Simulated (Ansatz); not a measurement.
Crystal: P.

```
CELL_PARAMETERS angstrom
1.64774 -5.46504 0.00000
1.64774 5.46504 0.00000
0.00000 0.00000 4.54364
ATOMIC_POSITIONS crystal
P 0.90414 0.09586 0.58882
P 0.09586 0.90414 0.41118
P 0.59586 0.40414 0.08882
P 0.40414 0.59586 0.91118
```

| Property | Result |
| --- | --- |
| Program | Ansatz 0.2.0 |
| Task | relaxation of cell and atoms |
| Functional | PBEsol |
| Dispersion | D4 |
| Potentials or basis | Ansatz PAW |
| Cutoff | 420 eV (not typed: the program's choice for these potentials) |
| k mesh | 8 × 8 × 6 |
| Occupations | fermi-dirac, width 0.05 eV |
| Spin | no spin polarisation |

At the start: volume 20.46 Å³/atom.

**Question.** Where does the relaxation end?

**Answer.** It ends after 9 steps and the volume is 16.20 Å³/atom (-20.8 %); space group Cmce (No. 64, to 0.05 Å).

Step by step:
| step | energy change (eV) | largest force (eV/Å) | volume (Å³) |
| --- | --- | --- | --- |
| 1 | 0.0000 | 0.2967 | 81.83 |
| 2 | -0.1418 | 0.1232 | 73.09 |
| 3 | -0.2081 | 0.1821 | 67.45 |
| 4 | -0.2384 | 0.0826 | 66.58 |
| 5 | -0.2465 | 0.1759 | 64.06 |
| 6 | -0.2466 | 0.2046 | 64.79 |
| 7 | -0.2520 | 0.0095 | 64.78 |
| 8 | -0.2520 | 0.0023 | 64.79 |
| 9 | -0.2507 | 0.0020 | 64.79 |

Final structure:
```
P
1.0
     1.67115   -5.00959    0.00000
     1.67115    5.00959    0.00000
     0.00000    0.00000    3.86929
P
4
Direct
  0.89005 0.10995 0.55801
  0.10995 0.89005 0.44199
  0.60995 0.39005 0.05801
  0.39005 0.60995 0.94199
```

Caveat: the volume moved by over 15 % at a fixed basis, so the end points are rough; the plane-wave basis is chosen anew once the cell has moved, so the energies of steps on either side of that aren't comparable; pairwise dispersion overbinds metals, which lowers pressure and volume; the PAW data sets come from PBE, with cores solved anew for the run's functional, which leaves a small shift of forces and pressure.
